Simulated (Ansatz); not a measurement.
## MgSe: all-electron results

```
CELL_PARAMETERS angstrom
0.00000 2.72550 2.72550
2.72550 0.00000 2.72550
2.72550 2.72550 0.00000
ATOMIC_POSITIONS crystal
Mg 0.00000 0.00000 0.00000
Se 0.50000 0.50000 0.50000
```

Atom numbers follow the list: Mg1, Se2.

Conventional cell: a = 5.451 Å, b = 5.451 Å, c = 5.451 Å, α = 90.00°, β = 90.00°, γ = 90.00°. Around Mg (atom 1) lie 6 Se at 2.73 Å. Se (atom 2) has 6 Mg at 2.73 Å as nearest neighbours.

The cell is COD entry 9008673, as deposited and not checked against the literature; nothing was relaxed. It is an old determination, and later ones may differ.

Methods: DFT, PBE, all-electron LAPW, scalar-relativistic (Ansatz 0.2.0); DFT, PBE, PAW with Ansatz's default frozen-core files, scalar-relativistic (Ansatz 0.2.0).

For LAPW: a Γ-centred 8×8×8 k mesh, Fermi–Dirac smearing of 0.02 eV, basis error target 1 meV/atom, no spin polarisation. PAW takes a cutoff of 420 eV at this cell. The Ansatz runs share mesh, smearing and spin set-up. Values come from LAPW unless marked.

```
Löwdin charges (with 0.16 e of the cell spilling out of the atomic basis, so their sizes and signs hang on that basis) : Mg1 1.42, Se2 -1.26 e
Volume per atom                                                                                                        : 136.6 bohr³
```

Q: Give the computed value. Smallest direct gap on the path.

A: 2.60 eV.

Q: Pressure at this cell: what does the calculation give?

A: 2.03 GPa.

Q: Band gap: what does the calculation give?

A: 1.82 eV, indirect from Γ to X (0.5, 0, 0.5).

Q: Bader charges (from the PAW run): what does the calculation give?

A: Mg1 +1.64, Se2 -1.64 e.
